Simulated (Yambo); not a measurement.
**PbS (Galena): energy-loss spectrum with PBE**

Crystal: PbS (Galena).

```
CELL_PARAMETERS angstrom
0.00000 2.96575 2.96575
2.96575 0.00000 2.96575
2.96575 2.96575 0.00000
ATOMIC_POSITIONS crystal
Pb 0.00000 0.00000 0.00000
S 0.50000 0.50000 0.50000
```

```yaml
Program: Yambo 5.3.0
Task: energy-loss spectrum
Functional: PBE
Potentials_or_basis: PseudoDojo 0.4.1 SR PBE standard
Cutoff: 762 eV
Density_cutoff: 3048 eV
k_mesh: 12 × 12 × 12
Occupations: fixed
Spin: no spin polarisation
k_mesh_of_the_self-consistent_run: 12 × 12 × 12
Broadening: 0.3 eV
Kernel: Hartree (RPA with local fields)
Top_of_the_energy_range: 50 eV
Energy_points: 250
Correction_of_the_levels: none
Bands_in_the_response: 40
Cutoff_of_the_response_matrix: 3 Ry
```

```yaml
Band_gap_on_the_k_mesh_mean-field_level: 0.37 eV, direct
Peak_of_the_energy-loss_function: 14.9 eV
```

Energy-loss function at q = [0.0, 0.0, 0.083333] (reciprocal lattice):
| energy (eV) | loss |
| --- | --- |
| 0.0 | 0.007 |
| 2.2 | 0.026 |
| 4.4 | 0.084 |
| 6.4 | 0.239 |
| 8.6 | 0.493 |
| 10.8 | 0.672 |
| 13.1 | 0.855 |
| 15.3 | 1.660 |
| 17.5 | 0.685 |
| 19.5 | 0.735 |
| 21.7 | 0.903 |
| 23.9 | 0.703 |
| 26.1 | 0.534 |
| 28.3 | 0.563 |
| 30.5 | 0.275 |
| 32.5 | 0.262 |
| 34.7 | 0.225 |
| 36.9 | 0.191 |
| 39.2 | 0.183 |
| 41.4 | 0.215 |
| 43.6 | 0.317 |
| 45.6 | 0.281 |
| 47.8 | 0.251 |
| 50.0 | 0.199 |

Wall time 2.4 min on 1 thread of Intel(R) Xeon(R) 6975P-C (Granite Rapids), on a shared host.

Caveat: spin-orbit coupling is left out, which as a rule narrows the gap of such compounds by several tenths of an eV. A k mesh can miss the band edges.
